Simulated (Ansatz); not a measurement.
Set up this calculation in Ansatz 0.2.0, as the native input.

```yaml
Task: single point
Functional: PBE
Potentials_or_basis: Ansatz PAW
Cutoff: "420 eV (not typed: the program's choice for these potentials)"
k_mesh: 10 × 10 × 10
Occupations: gaussian, width 0.014 eV
Spin: no spin polarisation
```

TaN:

```
CELL_PARAMETERS angstrom
0.00000 2.21132 2.21132
2.21132 0.00000 2.21132
2.21132 2.21132 0.00000
ATOMIC_POSITIONS crystal
Ta 0.50000 0.50000 0.50000
N 0.00000 0.00000 0.00000
```

The cell comes from a database or a generator and needn't be the stable form of this composition.

One way to write it, as run:

input.yaml

```yaml
crystal:
  lattice:
    - [0.0, 2.211323, 2.211323]
    - [2.211323, 0.0, 2.211323]
    - [2.211323, 2.211323, 0.0]
  atoms:
    - { symbol: Ta, position: [0.5, 0.5, 0.5] }
    - { symbol: "N", position: [0.0, 0.0, 0.0] }
hamiltonian:
  xc: pbe
  pseudopotentials: { kind: paw }
kpoints:
  mp_grid: { grid: [10, 10, 10] }
scf:
  occupations: { method: gaussian, width: 0.014 }
output:
  forces: true
  stress: true
  eigenvalues: true
```

Potentials or basis: Ansatz PAW.

Command:

```bash
$ ansatz run input.yaml --threads 2 --pin off --max-ram 5632MiB --backend cpu --events-out ev --progress --plain --runs-dir out
```

It gave:

```
Pressure               : -1.4 GPa
Band gap on the k mesh : none (metal or under the smearing width)
```

Caveat: the pressure holds a Pulay correction of +0.5 GPa for the finite cutoff.

Wall time 0.83 s on 2 threads of Arm Neoverse V1 (shared host), peak memory 0.28 GiB.
